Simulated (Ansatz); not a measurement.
**Dielectric response of SrTiO3 (001), SrO faces films**

How well do thin perovskite SrTiO3 (001), SrO faces films screen a perpendicular field?

Program: Ansatz 0.2.0. Level of theory: plane-wave DFT, PBEsol, Ansatz PAW, in the first sound run; inputs show where later runs differ. Results are calculated unless marked as measured.

## Step 1: The structure

The cell holds 12 atoms: 3 Sr, 7 O and 2 Ti. Its edges and angles: a = 3.905 Å, b = 3.905 Å, c = 25.810 Å, α = 90.0°, β = 90.0°, γ = 90.0°. It derives from SrTiO3 (perovskite SrTiO3). Vacuum lies along c.

## Step 2: Relaxation, 12 atoms, units 2

The structure is relaxed first, because levels and dipoles at a surface follow the positions of the outer atoms.

input.yaml

```yaml
crystal:
  lattice:
    - [3.905, 0.0, 0.0]
    - [0.0, 3.905, 0.0]
    - [0.0, 0.0, 25.81]
  atoms:
    - { symbol: Sr, position: [0.0, 0.0, 0.3487020535] }
    - { symbol: O, position: [0.5, 0.5, 0.3487020535] }
    - { symbol: Ti, position: [0.5, 0.5, 0.4243510267] }
    - { symbol: O, position: [0.0, 0.5, 0.4243510267] }
    - { symbol: O, position: [0.5, 0.0, 0.4243510267] }
    - { symbol: Sr, position: [0.0, 0.0, 0.5] }
    - { symbol: O, position: [0.5, 0.5, 0.5] }
    - { symbol: Ti, position: [0.5, 0.5, 0.5756489733] }
    - { symbol: O, position: [0.0, 0.5, 0.5756489733] }
    - { symbol: O, position: [0.5, 0.0, 0.5756489733] }
    - { symbol: Sr, position: [0.0, 0.0, 0.6512979465] }
    - { symbol: O, position: [0.5, 0.5, 0.6512979465] }
kpoints:
  mp_grid: { grid: [8, 8, 1] }
hamiltonian:
  xc: pbesol
scf:
  occupations: { method: fixed }
  convergence: { dr2_threshold: 1.0e-09 }
efield:
  axis: 3
  dipole_correction: true
  ramp_position: 0.97
  ramp_width: 0.06
relax:
  f_tol: 0.003
  max_steps: 100
output:
  write_potential: true
  write_density: true
  volumetric_format: npy
```

Launch:

```
$ ansatz run input.yaml --threads 4 --pin off --max-ram 16384MiB --backend cpu --events-out ev --progress --plain --runs-dir out
```

Numbers of over 12 decimals in the logs are rounded to 6 here.

The log of the run:

```text
Engine: ansatz 0.2.0, aarch64-unknown-linux-gnu
Pseudopotentials: kind: paw
Pseudopotential: Sr, paw, valence charge 10, recommended cutoff 420 eV (normal), Sr.paw.azcp
Pseudopotential: O, paw, valence charge 6, recommended cutoff 420 eV (normal), O.paw.azcp
Pseudopotential: Ti, paw, valence charge 12, recommended cutoff 420 eV (normal), Ti.paw.azcp
Functional definition: PBEsol
  exchange = pbesol_x
  correlation = pbesol_c
Crystal: 12 atoms, lattice volume = 393.577 Å³
Basis set: ecut = 420 eV, 7751 PW (Γ), exchange–correlation on 54×54×360 points (8 copies of the dense FFT grid, shifted against one another)
Bands: 60, of which v1, the nominal top of the filled ones, is band 48 counted from 1 (47 counted from 0)
Symmetry: 8 space group operations
k-points: 15 of 64
Non-local potential: Sr, projectors of the file, l = 0: 3, l = 1: 2, l = 2: 2
Non-local potential: O, projectors of the file, l = 0: 2, l = 1: 2, l = 2: 1
Non-local potential: Ti, projectors of the file, l = 0: 3, l = 1: 2, l = 2: 3, l = 3: 1
PAW form: soft (Blöchl's): semilocal exchange-correlation on the pseudo side does not see the compensation charge
PAW frozen core: Sr, regenerated for the run's functional, and the local potential with it (the file was generated under x = pbe(κ = 0.804, μ = 0.219515), c = pbe(β = 0.066725))
PAW frozen core: O, regenerated for the run's functional, and the local potential with it (the file was generated under x = pbe(κ = 0.804, μ = 0.219515), c = pbe(β = 0.066725))
PAW frozen core: Ti, regenerated for the run's functional, and the local potential with it (the file was generated under x = pbe(κ = 0.804, μ = 0.219515), c = pbe(β = 0.066725))
PAW one-centre angular grid: Sr, 110 points (default); XC on 64 Gauss nodes
PAW one-centre angular grid: O, 110 points (default); XC on 64 Gauss nodes
PAW one-centre angular grid: Ti, 590 points (default); XC on 64 Gauss nodes
Initial density: superposition of atomic densities (neutral atoms: chi_scale 0, normalization atom), corrected by the library's trained network
Initial wavefunctions: pseudopotential atomic-orbital guess
Functional: x = pbesol(κ = 0.804, μ = 0.123457), c = pbesol(β = 0.046)
SCF iter   1: F=—  HF=-19369.172443 eV  |F-HF|=—  |Δ(HF+E_count)|=         —  Δρ=9.76e-3  dr2=3.22e-1  ethr=1.77e-3  p=-0.000 e·Å  D=-3.33e-14 V/Å  ΔV_dip=0.00 eV  dr2_dipole=4.18e-9  V_vac-E_F(+/−)=3.03/3.03 eV  ⟨swp⟩=5.1  Hψ=3785  notcnv=0  defer=120
efield: sawtooth ramp at fractional position 0.9700 (set: `efield.ramp_position`, or a place that a band, a saddle search or an elastic batch's reference lends), width 0.0600; the density the first Hamiltonian is built on has a dipole p = -0.000 e·Å; the dipole correction subtracts the counter field D = -3.33e-14 V/Å, which shifts the + side's vacuum level by +0.00 eV against the − side's; the planar-averaged density in the ramp window peaks in size at 1.1e-5 e/Å³
preconditioner: auto → Resta (q_TF=auto, 2.157 Å⁻¹)  ε∞=2.8  [insulator: Δε(μ)=1.768 eV  Ē_g=11.919 eV  n_scr=60 (ndim 8)  ℏωp=16.1 eV  f_vac=0.577  ε∞_Penn≈2.8  vacuum switching on, ρ_ref=1.0e-2 e/Å³]
SCF iter   2: F=—  HF=-19369.129060 eV  |F-HF|=—  |Δ(HF+E_count)|=   4.34e-2  Δρ=5.95e-3  dr2=1.33e-1  ethr=3.36e-4  p=0.000 e·Å  D=1.21e-5 V/Å  ΔV_dip=-0.00 eV  dr2_dipole=4.21e-9  V_vac-E_F(+/−)=3.29/3.29 eV  ⟨swp⟩=2.6  Hψ=1641  notcnv=0  defer=145
density mixer auto → msr1: gapped (density of states about μ 0.04 of a free-electron gas's, 60 screened modes)
SCF iter   3: F=—  HF=-19369.103941 eV  |F-HF|=—  |Δ(HF+E_count)|=   2.51e-2  Δρ=9.71e-4  dr2=4.42e-3  ethr=1.39e-4  p=0.000 e·Å  D=5.20e-6 V/Å  ΔV_dip=-0.00 eV  dr2_dipole=4.31e-10  V_vac-E_F(+/−)=3.16/3.16 eV  ⟨swp⟩=2.9  Hψ=1212  notcnv=0  defer=147
SCF iter   4: F=—  HF=-19369.104321 eV  |F-HF|=—  |Δ(HF+E_count)|=   3.80e-4  Δρ=4.08e-4  dr2=7.74e-4  ethr=4.61e-6  p=0.000 e·Å  D=4.43e-7 V/Å  ΔV_dip=-0.00 eV  dr2_dipole=1.62e-11  V_vac-E_F(+/−)=3.08/3.08 eV  ⟨swp⟩=2.7  Hψ=1360  notcnv=0  defer=150
SCF iter   5: F=—  HF=-19369.104735 eV  |F-HF|=—  |Δ(HF+E_count)|=   4.14e-4  Δρ=3.64e-4  dr2=5.80e-4  ethr=8.06e-7  p=0.000 e·Å  D=1.84e-6 V/Å  ΔV_dip=-0.00 eV  dr2_dipole=2.14e-10  V_vac-E_F(+/−)=3.02/3.02 eV  ⟨swp⟩=2.6  Hψ=1370  notcnv=0  defer=147
SCF iter   6: F=—  HF=-19369.104661 eV  |F-HF|=—  |Δ(HF+E_count)|=   7.43e-5  Δρ=5.95e-5  dr2=1.92e-5  ethr=6.04e-7  p=0.000 e·Å  D=7.91e-8 V/Å  ΔV_dip=-0.00 eV  dr2_dipole=1.41e-12  V_vac-E_F(+/−)=3.00/3.00 eV  ⟨swp⟩=2.0  Hψ=1240  notcnv=0  defer=141
SCF iter   7: F=—  HF=-19369.104673 eV  |F-HF|=—  |Δ(HF+E_count)|=   1.28e-5  Δρ=2.05e-5  dr2=1.93e-6  ethr=1.99e-8  p=-0.000 e·Å  D=-5.80e-7 V/Å  ΔV_dip=0.00 eV  dr2_dipole=9.97e-12  V_vac-E_F(+/−)=3.00/3.00 eV  ⟨swp⟩=2.1  Hψ=1381  notcnv=0  defer=124
SCF iter   8: F=—  HF=-19369.104947 eV  |F-HF|=—  |Δ(HF+E_count)|=   2.73e-4  Δρ=1.79e-5  dr2=1.16e-6  ethr=2.01e-9  p=0.000 e·Å  D=9.32e-7 V/Å  ΔV_dip=-0.00 eV  dr2_dipole=3.61e-11  V_vac-E_F(+/−)=3.00/3.00 eV  ⟨swp⟩=2.1  Hψ=1456  notcnv=0  defer=96
SCF iter   9: F=—  HF=-19369.104946 eV  |F-HF|=—  |Δ(HF+E_count)|=   1.73e-7  Δρ=3.47e-6  dr2=3.91e-8  ethr=1.21e-9  p=0.000 e·Å  D=1.27e-7 V/Å  ΔV_dip=-0.00 eV  dr2_dipole=8.00e-13  V_vac-E_F(+/−)=3.00/3.00 eV  ⟨swp⟩=2.0  Hψ=1329  notcnv=0  defer=97
SCF iter  10: F=—  HF=-19369.104946 eV  |F-HF|=—  |Δ(HF+E_count)|=   2.02e-8  Δρ=8.43e-7  dr2=3.81e-9  ethr=4.07e-11  p=-0.000 e·Å  D=-2.11e-7 V/Å  ΔV_dip=0.00 eV  dr2_dipole=2.72e-12  V_vac-E_F(+/−)=3.00/3.00 eV  ⟨swp⟩=2.0  Hψ=1379  notcnv=0  defer=96
SCF iter  11: F=-19369.104946 eV  HF=-19369.104946 eV  |F-HF|=9.82e-11  |Δ(HF+E_count)|=  8.19e-10  Δρ=3.70e-7  dr2=6.27e-10  ethr=1.04e-12  p=0.000 e·Å  D=2.02e-7 V/Å  ΔV_dip=-0.00 eV  dr2_dipole=3.32e-12  V_vac-E_F(+/−)=3.00/3.00 eV  ⟨swp⟩=9.5  Hψ=6013  notcnv=0
SCF 1 converged in 11 iterations: F = -19369.104946 eV  dr2 = 6.27e-10
  greatest PAW one-centre occupation: 0.999 electrons in one spin orbital (limit 2), on the Ti atom at site 2 (counted from 0), in its partial waves of l = 0
relax step   1: F+E_penalty+E_count = -19369.10494647 eV  Δ(F+E_penalty+E_count) = +0.000e0 eV  max|allowed force component| = 1.580e0 eV/Å  Δτ_max = 0.0000 Å  (11 SCF iters, accepted)
Initial density: handed on by an earlier stage of this run
Initial wavefunctions: those handed on with the density
iter 1 solved again at ethr=2.73e-4 eV; its pass at ethr=3.10e-3 eV (dr2=2.62e-1 eV) is discarded
[...]
relax step   4: F+E_penalty+E_count = -19369.50885591 eV  Δ(F+E_penalty+E_count) = -2.136e-2 eV  max|allowed force component| = 4.892e-2 eV/Å  Δτ_max = 0.0343 Å  (11 SCF iters, accepted)
[...]
relax step   5: F+E_penalty+E_count = -19369.50942749 eV  Δ(F+E_penalty+E_count) = -5.716e-4 eV  max|allowed force component| = 2.161e-2 eV/Å  Δτ_max = 0.0064 Å  (9 SCF iters, accepted)
[...]
relax step   6: F+E_penalty+E_count = -19369.50948974 eV  Δ(F+E_penalty+E_count) = -6.225e-5 eV  max|allowed force component| = 4.100e-3 eV/Å  Δτ_max = 0.0020 Å  (7 SCF iters, accepted)
SCF iter   1: F=—  HF=-19369.509207 eV  |F-HF|=—  |Δ(HF+E_count)|=         —  Δρ=2.56e-5  dr2=3.32e-6  ethr=3.39e-8  p=-0.000 e·Å  D=-2.40e-8 V/Å  ΔV_dip=0.00 eV  dr2_dipole=5.92e-14  V_vac-E_F(+/−)=4.04/4.04 eV  ⟨swp⟩=2.0  Hψ=1635  notcnv=0  defer=76
efield: sawtooth ramp at fractional position 0.9700 (set: `efield.ramp_position`, or a place that a band, a saddle search or an elastic batch's reference lends), width 0.0600; the density the first Hamiltonian is built on has a dipole p = -0.000 e·Å; the dipole correction subtracts the counter field D = -2.40e-8 V/Å, which shifts the + side's vacuum level by +0.00 eV against the − side's; the planar-averaged density in the ramp window peaks in size at 1.6e-7 e/Å³
preconditioner: auto → Resta (q_TF=auto, 2.157 Å⁻¹)  ε∞=2.7  [insulator: Δε(μ)=1.913 eV  Ē_g=12.356 eV  n_scr=60 (ndim 8)  ℏωp=16.1 eV  f_vac=0.590  ε∞_Penn≈2.7  vacuum switching on, ρ_ref=1.1e-2 e/Å³]
SCF iter   2: F=—  HF=-19369.509492 eV  |F-HF|=—  |Δ(HF+E_count)|=   2.85e-4  Δρ=1.36e-5  dr2=6.70e-7  ethr=3.46e-9  p=0.000 e·Å  D=1.99e-8 V/Å  ΔV_dip=-0.00 eV  dr2_dipole=5.02e-15  V_vac-E_F(+/−)=4.05/4.05 eV  ⟨swp⟩=2.0  Hψ=1232  notcnv=0  defer=72  κ⁻¹=1.0e0(r=1)
density mixer auto → broyden: gapped, where msr1 would fit the directions that read negative (density of states about μ 0.06 of a free-electron gas's, 60 screened modes)
SCF iter   3: F=—  HF=-19369.509492 eV  |F-HF|=—  |Δ(HF+E_count)|=   8.64e-8  Δρ=9.45e-6  dr2=3.60e-7  ethr=6.98e-10  p=0.000 e·Å  D=8.50e-9 V/Å  ΔV_dip=-0.00 eV  dr2_dipole=4.29e-14  V_vac-E_F(+/−)=4.05/4.05 eV  ⟨swp⟩=2.0  Hψ=1413  notcnv=0  defer=72  κ⁻¹=2.1e-1(r=2)
SCF iter   4: F=—  HF=-19369.509492 eV  |F-HF|=—  |Δ(HF+E_count)|=   5.33e-8  Δρ=2.74e-6  dr2=1.85e-8  ethr=3.75e-10  p=0.000 e·Å  D=3.70e-8 V/Å  ΔV_dip=-0.00 eV  dr2_dipole=3.46e-14  V_vac-E_F(+/−)=4.05/4.05 eV  ⟨swp⟩=2.0  Hψ=1123  notcnv=0  defer=72  κ⁻¹=1.1e-2(r=3)
SCF iter   5: F=—  HF=-19369.509492 eV  |F-HF|=—  |Δ(HF+E_count)|=  1.82e-10  Δρ=1.04e-6  dr2=2.95e-9  ethr=1.92e-11  p=0.000 e·Å  D=2.58e-10 V/Å  ΔV_dip=-0.00 eV  dr2_dipole=5.09e-14  V_vac-E_F(+/−)=4.05/4.05 eV  ⟨swp⟩=2.0  Hψ=1315  notcnv=0  defer=72  κ⁻¹=2.4e-3(r=4)
SCF iter   6: F=-19369.509492 eV  HF=-19369.509492 eV  |F-HF|=1.09e-11  |Δ(HF+E_count)|=  1.82e-11  Δρ=4.05e-7  dr2=3.75e-10  ethr=1.04e-12  p=0.000 e·Å  D=3.06e-8 V/Å  ΔV_dip=-0.00 eV  dr2_dipole=6.60e-16  V_vac-E_F(+/−)=4.05/4.05 eV  ⟨swp⟩=9.0  Hψ=5772  notcnv=0
SCF 7 converged in 6 iterations: F = -19369.509492 eV  dr2 = 3.75e-10
relax step   7: F+E_penalty+E_count = -19369.50949182 eV  Δ(F+E_penalty+E_count) = -2.079e-6 eV  max|allowed force component| = 1.950e-5 eV/Å  Δτ_max = 0.0004 Å  (6 SCF iters, accepted)
NSCF: frozen V_eff on 15 k-points
the band table was solved once a step of the walk had ended and its energy, with any forces and stress, was formed, with the checks that follow a solve (5610 applications of the Hamiltonian). They found nothing against the state; the energy, forces and stress were not computed again (output.eigenvalues in the input reference)
WARN: The output density's exchange-correlation potential varies sharply where the density is thin. Do not read a vacuum level from v_tot or v_xc, or from such a field of the output density. On a cell that repeats whose density bears no net charge and no dipole along the vacuum's axis use v_es (v_loc + v_h of the components); under efield.dipole_correction with no amplitude use v_es + v_field, which holds any externa [...]
SCF converged after 6 iterations
Stability not checked: this state was not tested for a lower state beside it, because the mixer in use, unlike msr1, does not test its closes by its own steps (another_mixer; see scf.mixing.algorithm and scf.lower_state_search)
Free energy (F): -19369.509492 eV
Harris-Foulkes:  -19369.509492 eV  (|F-HF|=1.09e-11)
Internal energy: -19369.509492 eV  (E = F + TS)
E sigma→0 (E₀):  -19369.509492 eV
Fermi energy:    1.221308 eV
Dipole field:    D = 0.000000 V/Å  (p = 0.000000 e·Å, saw-weighted, corrected)
Work function:   Φ+ = 4.0451 eV   Φ− = 4.0450 eV
Levels:          The Fermi level and band energies are counted from a zero that moves with the ramp; work functions are not
--- Per-component energies (eV) ---
  E_band       = -1273.744688
  E_kinetic    = 2509.876708
  E_local      = -104922.957178  (includes V_loc(G=0)·N_el)
  E_nonlocal   = 954.320234
  E_hartree    = 51142.235547
  E_xc         = -1226.669718
  E_vxc        = -1393.094992  (∫ρ·V_xc dr)
  E_paw        = -11038.641584  (= ΣΔE_a)
  E_vpaw       = -706.375134  (= ΣTr[D̂ρ^β])
  E_aug_tail   = 0.017367  (compensation charges beyond the density's cutoff)
  E_efield     = 0.000000  (sawtooth field / dipole correction)
  E_vefield    = -0.000000  (∫n·V_field dr)
  E_ewald      = 43211.380305
  E_core_change = 0.928826  (= ΣΔE_core)
  E_smearing   = -0.000000  (= −TS)
  E_closure    = 0.000000  (closes the sum)
  Σ components = -19369.509492   (vs F -19369.509492, Δ=0.00e0)
--- Forces (eV/Å), atoms counted from 1 ---
  atom   1  Sr    -0.00000000     0.00000000    -0.00000842
  atom   2  O      0.00000000    -0.00000000     0.00000250
  atom   3  Ti    -0.00000000     0.00000000    -0.00001949
  atom   4  O      0.00000000     0.00000000     0.00000621
  atom   5  O     -0.00000000    -0.00000000     0.00000621
  atom   6  Sr    -0.00000000     0.00000000    -0.00000042
  atom   7  O      0.00000000     0.00000000     0.00000045
  atom   8  Ti     0.00000000    -0.00000000     0.00001837
  atom   9  O     -0.00000000     0.00000000    -0.00000591
  atom  10  O      0.00000000     0.00000000    -0.00000591
  atom  11  Sr     0.00000000     0.00000000     0.00000818
  atom  12  O     -0.00000000     0.00000000    -0.00000170
  max |Σ_I F_I| component: 9.38e-8 eV/Å
--- Band table (eV; the first three rows and the last of 15) ---
  k-point 0: bands = [... 44 lower, 0.5358, 0.8707, 0.9934, 0.9934, 3.1341, 3.2060, 4.0197, 4.0197, ... 8 higher]
  k-point 1: bands = [... 44 lower, 0.4131, 0.6173, 0.9321, 0.9984, 3.4788, 3.5331, 4.0447, 4.1070, ... 8 higher]
  k-point 2: bands = [... 44 lower, 0.4113, 0.8079, 0.8447, 1.0346, 4.0982, 4.1960, 4.2317, 4.4840, ... 8 higher]
  k-point 14: bands = [... 44 lower, 0.8801, 0.9192, 1.1579, 1.1579, 5.4132, 5.4132, 5.5885, 5.6616, ... 8 higher]
--- Relaxed structure (7 steps of the walk, 7 accepted, 0 SCFs on fresh bases) ---
  F+E_penalty+E_count = -19369.50949182 eV   max|allowed force component| = 1.950e-5 eV/Å
  atoms:
    - { symbol: Sr, position: [1.1366560502151263e-17, 0, 0.357553] }
    - { symbol: O, position: [0.500000, 0.500000, 0.349016] }
    - { symbol: Ti, position: [0.500000, 0.500000, 0.422781] }
    - { symbol: O, position: [0, 0.500000, 0.424274] }
    - { symbol: O, position: [0.500000, 0, 0.424274] }
    - { symbol: Sr, position: [0, 0, 0.500000] }
    - { symbol: O, position: [0.500000, 0.500000, 0.500000] }
    - { symbol: Ti, position: [0.500000, 0.500000, 0.577219] }
    - { symbol: O, position: [0, 0.500000, 0.575726] }
    - { symbol: O, position: [0.500000, 0, 0.575726] }
    - { symbol: Sr, position: [-1.1366559559664155e-17, 0, 0.642447] }
    - { symbol: O, position: [0.500000, 0.500000, 0.650984] }
```

Elapsed: 62 s, on 4 threads of Arm Neoverse V1, shared host; peak memory 0.94 GiB; 4 min of CPU time.

The steps of the relaxation:

| step | energy less that of the first step (eV) | largest force component (eV/Å) |
| --- | --- | --- |
| 1 | 0.0000 | 1.5795 |
| 2 | -0.3503 | 0.8979 |
| 3 | -0.3826 | 0.5964 |
| 4 | -0.4039 | 0.0489 |
| 5 | -0.4045 | 0.0216 |
| 6 | -0.4045 | 0.0041 |
| 7 | -0.4045 | 0.0000 |

Forces are held to the 8 operations that the run works with; a distortion that breaks them can't arise in this run.

The atoms that moved most (Å):

| atom | dx | dy | dz | length |
| --- | --- | --- | --- | --- |
| Sr1 | 0.000 | 0.000 | 0.228 | 0.228 |
| Sr11 | 0.000 | 0.000 | -0.228 | 0.228 |
| Ti8 | 0.000 | 0.000 | 0.041 | 0.041 |
| Ti3 | 0.000 | 0.000 | -0.041 | 0.041 |
| O12 | 0.000 | 0.000 | -0.008 | 0.008 |
| O2 | 0.000 | 0.000 | 0.008 | 0.008 |

This step gave:

- gap on the k-mesh: 1.913 eV
- dipole along the normal: 1.31e-8 e·Å
- ionisation energy, upper face: 4.045 eV
- electron affinity, upper face: 2.132 eV

Running mean over 3.905 Å of the planar mean; the ramp of the sawtooth is left out. Table of electron's electrostatic potential energy less the highest filled level by z:

| z (Å) | electron's electrostatic potential energy less the highest filled level (eV) |
| --- | --- |
| 4 | 4.04 |
| 5 | 4.04 |
| 6 | 3.96 |
| 7 | 2.26 |
| 8 | -1.39 |
| 9 | -3.98 |
| 10 | -6.10 |
| 11 | -6.88 |
| 12 | -6.00 |
| 13 | -5.71 |
| 14 | -6.15 |
| 15 | -6.77 |
| 16 | -5.99 |
| 17 | -3.25 |
| 18 | -1.04 |
| 19 | 2.98 |
| 20 | 3.99 |
| 21 | 4.04 |
| 22 | 4.04 |

The relaxation took 7 steps and lowered the energy by 0.40 eV; the largest force on the free atoms ends at 1.9e-5 eV/Å.

The gap is 1.91 eV, with the valence edge 4.05 eV and the conduction edge 2.13 eV under the upper vacuum level.

## Step 3: The relaxed film, single point, 12 atoms, units 2

The film was relaxed beforehand; a single point on the relaxed positions gives its levels and potential.

input.yaml, the sections that differ from step 2:

```yaml
crystal:
  lattice:
    - [3.905, 0.0, 0.0]
    - [0.0, 3.905, 0.0]
    - [0.0, 0.0, 25.81]
  atoms:
    - { symbol: Sr, position: [0.0, 0.0, 0.3575534913] }
    - { symbol: O, position: [0.5, 0.5, 0.3490159836] }
    - { symbol: Ti, position: [0.5, 0.5, 0.4227807481] }
    - { symbol: O, position: [0.0, 0.5, 0.42427362] }
    - { symbol: O, position: [0.5, 0.0, 0.42427362] }
    - { symbol: Sr, position: [0.0, 0.0, 0.5000000014] }
    - { symbol: O, position: [0.5, 0.5, 0.4999999998] }
    - { symbol: Ti, position: [0.5, 0.5, 0.5772192521] }
    - { symbol: O, position: [0.0, 0.5, 0.5757263794] }
    - { symbol: O, position: [0.5, 0.0, 0.5757263794] }
    - { symbol: Sr, position: [0.0, 0.0, 0.6424465094] }
    - { symbol: O, position: [0.5, 0.5, 0.6509840155] }
output:
  eigenvalues: true
  write_potential: true
  write_density: true
  volumetric_format: npy
# kpoints, hamiltonian, scf, efield: as in step 2
# relax: removed
```

The log of the run:

```text
[...]
Crystal: 12 atoms, lattice volume = 393.577 Å³
Basis set: ecut = 420 eV, 7751 PW (Γ)
Bands: 60, of which v1, the nominal top of the filled ones, is band 48 counted from 1 (47 counted from 0)
Symmetry: 8 space group operations
k-points: 15 of 64
[...]
SCF iter   1: F=—  HF=-19369.576744 eV  |F-HF|=—  |Δ(HF+E_count)|=         —  Δρ=9.38e-3  dr2=2.90e-1  ethr=1.77e-3  p=0.000 e·Å  D=1.79e-8 V/Å  ΔV_dip=-0.00 eV  dr2_dipole=2.62e-9  V_vac-E_F(+/−)=3.84/3.84 eV  ⟨swp⟩=5.4  Hψ=3879  notcnv=0  defer=123
[...]
SCF iter  12: F=-19369.509889 eV  HF=-19369.509889 eV  |F-HF|=2.51e-10  |Δ(HF+E_count)|=  5.71e-10  Δρ=3.23e-7  dr2=4.16e-10  ethr=1.04e-12  p=-0.000 e·Å  D=-1.40e-7 V/Å  ΔV_dip=0.00 eV  dr2_dipole=3.66e-12  V_vac-E_F(+/−)=4.04/4.04 eV  ⟨swp⟩=1.1  Hψ=2305  notcnv=0
SCF 1 converged in 12 iterations: F = -19369.509889 eV  dr2 = 4.16e-10
[...]
SCF converged after 12 iterations
Free energy (F): -19369.509889 eV
[...]
Internal energy: -19369.509889 eV  (E = F + TS)
E sigma→0 (E₀):  -19369.509889 eV
Fermi energy:    1.221399 eV
Dipole field:    D = 0.000002 V/Å  (p = 0.000004 e·Å, saw-weighted, corrected)
Work function:   Φ+ = 4.0450 eV   Φ− = 4.0449 eV
[...]
--- Band table (eV; the first three rows and the last of 15) ---
  k-point 0: bands = [... 44 lower, 0.5358, 0.8708, 0.9934, 0.9934, 3.1340, 3.2060, 4.0197, 4.0197, ... 8 higher]
  k-point 1: bands = [... 44 lower, 0.4131, 0.6174, 0.9321, 0.9985, 3.4788, 3.5330, 4.0446, 4.1070, ... 8 higher]
  k-point 2: bands = [... 44 lower, 0.4113, 0.8079, 0.8448, 1.0347, 4.0982, 4.1959, 4.2316, 4.4841, ... 8 higher]
  k-point 14: bands = [... 44 lower, 0.8802, 0.9193, 1.1580, 1.1580, 5.4131, 5.4131, 5.5884, 5.6616, ... 8 higher]
```

Elapsed: 16 s, on 4 threads; peak memory 1 GiB; 61 s of CPU time.

Numbers from this step:

```
dipole along the normal : 3.69e-6 e·Å
```

Running mean over 3.905 Å of the planar mean; the ramp of the sawtooth is left out. Electron's electrostatic potential energy less the highest filled level against z:

(Unchanged from step 2.)

The gap is 1.91 eV, with the valence edge 4.04 eV and the conduction edge 2.13 eV under the upper vacuum level.

[end of part 1 of 6]

[Logs are printed without paths, hosts, clocks, repeated set-up lines and the standing remarks that a program may print on its own settings, such as how far it seeks lower states.]

[Hosts, paths, dates, database ids (printed as entryN), source tags and the programs' standing remarks are cut or masked in the printed files.]

[Maps of the electrostatic potential energy from Ansatz leave out the sawtooth potential of an applied field or a dipole correction, so their vacuum need not be flat; planar profiles and work functions include it.]
